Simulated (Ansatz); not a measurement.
# ZrO2 (fluorite type): how the settings move a single-point run

Aim: see which settings change the result for ZrO2 (fluorite type), by how much, and at what cost.

Method: reference: DFT, PBE, PAW with Ansatz's default frozen-core files, scalar-relativistic, in Ansatz 0.2.0.

## 1. The starting structure

It takes space group Fm-3m (No. 225, cubic). Conventional cell: a = 5.011 Å, b = 5.011 Å, c = 5.011 Å, α = 90.00°, β = 90.00°, γ = 90.00°. Zr (site symmetry m-3m) is surrounded by 8 O at 2.17 Å. O (site symmetry -43m) is surrounded by 4 Zr at 2.17 Å.

Coordinates:

```cif
data_structure
_symmetry_space_group_name_H-M 'P 1'
_symmetry_Int_Tables_number 1
_cell_length_a 3.5435
_cell_length_b 3.5435
_cell_length_c 3.5435
_cell_angle_alpha 60.000
_cell_angle_beta 60.000
_cell_angle_gamma 60.000
_cell_volume 31.46
loop_
_atom_site_label
_atom_site_type_symbol
_atom_site_fract_x
_atom_site_fract_y
_atom_site_fract_z
_atom_site_occupancy
Zr1 Zr 0.00000 0.00000 0.00000 1
O1 O 0.25000 0.25000 0.25000 1
O2 O 0.75000 0.75000 0.75000 1
```

## 2. Baseline

input.yaml

```yaml
crystal:
  lattice:
    - [0.0, 2.5056615428, 2.5056615428]
    - [2.5056615428, 0.0, 2.5056615428]
    - [2.5056615428, 2.5056615428, 0.0]
  atoms:
    - { symbol: Zr, position: [0.0, 0.0, 0.0] }
    - { symbol: O, position: [0.25, 0.25, 0.25] }
    - { symbol: O, position: [0.75, 0.75, 0.75] }
kpoints:
  mp_grid: { grid: [11, 11, 11] }
scf:
  occupations: { method: fermi_dirac, width: 0.08 }
hamiltonian:
  xc: pbe
  pseudopotentials: { kind: paw }
output:
  forces: true
  stress: true
  eigenvalues: true
  populations: true
```

Command:

```bash
> ansatz run input.yaml --threads 1 --pin off --max-ram 3072MiB --backend cpu --events-out ev --progress --plain --runs-dir out
```

## 3. Variant: occupations.method cold, occupations.width 0.001, xc revpbe

Edit input.yaml of step 2 so:

```diff
@@ -12,5 +12,5 @@
 scf:
-  occupations: { method: fermi_dirac, width: 0.08 }
+  occupations: { method: cold, width: 0.001 }
 hamiltonian:
-  xc: pbe
+  xc: revpbe
   pseudopotentials: { kind: paw }
```

Q: Predict the outcome of this session. Wanted: for each run, ending; energy change; pressure; gap; force.

The runs gave:

```tsv
run	ending	energy change	pressure (GPa)	gap (eV)	force (eV/Å)	cycles	time
reference	converged	-	16.7	3.52	0.00	6	2.4 s
1: occupations.method cold, occupations.width 0.001, xc revpbe	converged	not comparable	20.3	3.56	0.00	6	1.6 s
```

Residual by cycle in the longest SCF loop of each run; runs are numbered as in the table. The quantity is the density residual dr2, in eV.

```tsv
cycle	reference	run 1
1	9.1e-4	0.00298
2	4.0e-4	0.00108
3	2.2e-5	1.2e-4
4	1.7e-6	2.3e-6
5	4.5e-8	1.9e-7
6	2.1e-9	1.0e-8
```

A change of functional puts the total energy on another scale; the pressure goes from 16.7 to 20.3 GPa and the gap on the mesh goes from 3.52 to 3.56 eV. The smearing changed too. Cost: 1.6 s against 2.4 s. The structure is not at rest: the sound run finds 17 GPa, so these are no properties of the relaxed crystal. 

These are semilocal Kohn-Sham gaps, which aren't the measured quantity. Such gaps usually fall short of the measured ones.
